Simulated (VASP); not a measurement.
# BN (P1) in VASP: single point with LDA

Aim: the single point of BN with LDA.

All numbers are computed with VASP 6.6.1; they aren't measurements. Logs are shortened: lines on timing, memory, paths and dates and some standing lists are left out, and cuts for length are marked.

### Step 1. The structure

The typed cell holds 2 atoms: a = 2.508 Å, b = 2.508 Å, c = 3.274 Å, α = 101.11°, β = 101.11°, γ = 119.81°.

The cell comes from a database or a generator and needn't be the stable form of this composition.

### Step 2. Single point, LDA

INCAR

```
ALGO = Fast
EDIFF = 1E-7
ENCUT = 520
ISIF = 2
ISMEAR = 0
LASPH = T
LCHARG = F
LREAL = F
LWAVE = F
NBANDS = 11
NELM = 100
PREC = Accurate
SIGMA = 0.01
```

KPOINTS

```
k-points
0
Gamma
  5 5 3
```

POSCAR

```
BN
1.0
    2.5080400000      0.0000000000      0.0000000000
   -1.2467100000      2.1762300000      0.0000000000
   -0.6306700000     -1.0881200000      3.0225400000
B N
1 1
Direct
    0.9796400000      0.9835000000      0.0018100000
    0.6685100000      0.3323800000      0.9850000000
```

Potentials or basis: VASP PAW LDA potentials, release 64 (B, N).

On the command line:

```console
$ cat potpaw_LDA.64/B/POTCAR potpaw_LDA.64/N/POTCAR > POTCAR
$ mpirun -np 1 vasp_std > vasp.out
```

OUTCAR:

```text
EDIFF = 1E-7
   ENCUT = 520
   ISIF = 2
   ISMEAR = 0
   LASPH = T
   LREAL = F
   NELM = 100
   PREC = Accurate

 ion  position               nearest neighbor table
   1  0.980  0.983  0.002-   2 1.40   2 1.43   2 1.52
   2  0.669  0.332  0.985-   1 1.40   1 1.43   1 1.52

  LATTYP: Found a face centered orthorhombic cell.
 ALAT       =     2.5153390193
 B/A-ratio  =     1.7253459608
 C/A-ratio  =     2.4032863776

  Lattice vectors:

 A1 = (  -1.8773800000,   1.0881100000,   3.0225400000)
 A2 = (   0.6306600000,   1.0881100000,   3.0225400000)
 A3 = (  -1.2467100000,   2.1762300000,   0.0000000000)

Analysis of symmetry for initial positions (statically):
=====================================================================
 Subroutine PRICEL returns:
 Original cell was already a primitive cell.

 Routine SETGRP: Setting up the symmetry group for a
 face centered orthorhombic supercell.

 Subroutine GETGRP returns: Found  1 space group operations
 (whereof  1 operations were pure point group operations)
 out of a pool of  8 trial point group operations.

The static configuration has the point symmetry C_1 .

Analysis of symmetry for dynamics (positions and initial velocities):
=====================================================================
 Subroutine PRICEL returns:
 Original cell was already a primitive cell.

 Routine SETGRP: Setting up the symmetry group for a
 face centered orthorhombic supercell.

 Subroutine GETGRP returns: Found  1 space group operations
 (whereof  1 operations were pure point group operations)
 out of a pool of  8 trial point group operations.

The dynamic configuration has the point symmetry C_1 .

 Subroutine INISYM returns: Found  1 space group operations
 (whereof  1 operations are pure point group operations),
 and found     1 'primitive' translations

----------------------------------------------------------------------------------------

                                     Primitive cell

  volume of cell :      16.4972

  direct lattice vectors                    reciprocal lattice vectors
     2.508040000  0.000000000  0.000000000     0.398717724  0.228415826  0.165424820
    -1.246710000  2.176230000  0.000000000     0.000000000  0.459510254  0.165424543
    -0.630670000 -1.088120000  3.022540000     0.000000000  0.000000000  0.330847565

  length of vectors
     2.508040000  2.508039640  3.273758976     0.488379959  0.488379927  0.330847565

  position of ions in fractional coordinates (direct lattice)
     0.979640000  0.983500000  0.001810000
[... 110 lines left out ...]
   PSTRESS=    0.0 pullay stress
   NELECT =       8.0000    total number of electrons
   NUPDOWN=      -1.0000    fix difference up-down
   EMIN   =  10.00;   EMAX   =-10.00  energy-range for DOS
   EFERMI =   0.00;   METHOD = LEGACY
   ISMEAR =     0;   SIGMA  =   0.01  broadening in eV -4-tet -1-fermi 0-gaus
   EFERMI_NEDOS =   21; number of points for ismear=-14 and -15
   IALGO  =     68    algorithm
   IMIX   =      4    mixing-type and parameters
     AMIX     =   0.40;   BMIX     =  1.00
     AMIX_MAG =   1.60;   BMIX_MAG =  1.00
  volume/ion in A,a.u.               =       8.25        55.66
  Fermi-wavevector in a.u.,A,eV,Ry     =   1.286178  2.430524 22.507488  1.654254
  Thomas-Fermi vector in A             =   2.418268
   LORBIT       =      0    0 simple, 1 ext, 2 COOP (PROOUT), +10 PAW based schemes
   GGA     = CA    functional components
   LHFCALC =     F    Hartree Fock is set to
   AEXX    =    0.0000 exact exchange contribution
   IVDW    =     0    specifies the selected vdW correction
   LEPSILON=     F    determine dielectric tensor
   LRPA    =     F    only Hartree local field effects (RPA)
 non-spin polarized calculation
 RMM-DIIS sequential band-by-band and
 Gauss-broadening in eV      SIGMA  =   0.01
  energy-cutoff  :      520.00
  volume of cell :       16.50
 maximum number of plane-waves:       454
   NGX =  9   NGY =  9   NGZ = 13

 number of electron       8.0000000 magnetization

 Free energy of the ion-electron system (eV)
  ---------------------------------------------------
  ext. energy  EPLUGINS =         0.00000000
  ---------------------------------------------------
  free energy    TOTEN  =       -19.14406312 eV

  energy without entropy =      -19.14406312  energy(sigma->0) =      -19.14406312

 E-fermi :   3.3335     XC(G=0): -11.0904

 val. band max:        3.2269942007   @ k =   0.4000   0.4000   0.0000
 cond. band min:       6.4520466682   @ k =  -0.4000  -0.4000   0.3333
 fundamental gap:      3.2250524675
 Fermi energy:         3.3335174600

 k-point     1 :       0.0000    0.0000    0.0000
  band No.  band energies     occupation
      1     -14.7630      2.00000
      2      -0.4975      2.00000
      3       0.8343      2.00000
      4       2.4569      2.00000
      5       8.5547      0.00000
      6      13.3736      0.00000
      7      15.4842      0.00000
      8      16.0401      0.00000
      9      18.2076      0.00000
     10      28.3342      0.00000
     11      30.3397      0.00000
[... 309 lines left out ...]
 k-point    24 :       0.0000    0.4000    0.3333
  band No.  band energies     occupation
      1     -11.8018      2.00000
      2      -5.2536      2.00000
      3      -0.5941      2.00000
      4       0.2797      2.00000
      5       9.0484      0.00000
      6      12.9483      0.00000
      7      17.8349      0.00000
      8      19.9569      0.00000
      9      22.6220      0.00000
     10      25.5250      0.00000
     11      26.1706      0.00000

 [... further k-points ...]

------------------------ aborting loop because EDIFF is reached ----------------------------------------

  FORCE on cell =-STRESS in cart. coord.  units (eV):
  Direction    XX          YY          ZZ          XY          YZ          ZX
  --------------------------------------------------------------------------------------
  -------------------------------------------------------------------------------------
  Total       -1.3051089     -0.1126118      0.3632420     -0.4918364      0.0948501      0.0377006
  in kB     -126.7494303    -10.9366248     35.2772976    -47.7661215      9.2116383      3.6614036
  external PRESSURE =     -34.1362525 kB  Pullay stress =       0.0000000 kB

 VOLUME and BASIS-vectors are now :
 -----------------------------------------------------------------------------
  energy-cutoff  :      520.00
  volume of cell :       16.50
      direct lattice vectors                 reciprocal lattice vectors
     2.508040000  0.000000000  0.000000000     0.398717724  0.228415826  0.165424820
    -1.246710000  2.176230000  0.000000000     0.000000000  0.459510254  0.165424543
    -0.630670000 -1.088120000  3.022540000     0.000000000  0.000000000  0.330847565

 POSITION                                       TOTAL-FORCE (eV/Angst)
 -----------------------------------------------------------------------------------
      1.22970      2.13835      0.00547         1.647180      2.053655     -0.615690
      0.64106     -0.34846      2.97720        -1.647180     -2.053655      0.615690
 -----------------------------------------------------------------------------------
    total drift:                               -0.000143      0.000082     -0.000014

  FREE ENERGIE OF THE ION-ELECTRON SYSTEM (eV)
  ---------------------------------------------------
  free  energy   TOTEN  =       -19.1440631244 eV

  energy  without entropy=      -19.1440631244  energy(sigma->0) =      -19.14406312
```

Run time: 6.2 s. Hardware: 1 thread of AMD EPYC 7R13 (Zen 3), shared host; peak memory 0.08 GiB.

What came out:

- Free energy: -19.1441 eV
- Pressure: -3.4 GPa
- Largest force: 2.704 eV/Å
- Band gap on the k mesh: 3.23 eV, indirect (least direct gap 4.68 eV)

Forces in eV/Å, atoms in the order of the input:
```
B    1.647  2.054 -0.616
N   -1.647 -2.054  0.616
```

Stress tensor (GPa, compression positive):
```
-12.67  -4.78   0.37
 -4.78  -1.09   0.92
  0.37   0.92   3.53
```

Caveat: the k mesh is coarse (spacing up to 0.69 Å⁻¹), so the values aren't converged; an odd mesh through Γ misses points on the zone boundary, where band edges often lie; forces of over 1 eV/Å show positions far from the minimum, so gaps and moduli don't describe the material at rest. Expect the measured gap to be larger: semilocal functionals such as LDA lack the derivative discontinuity.
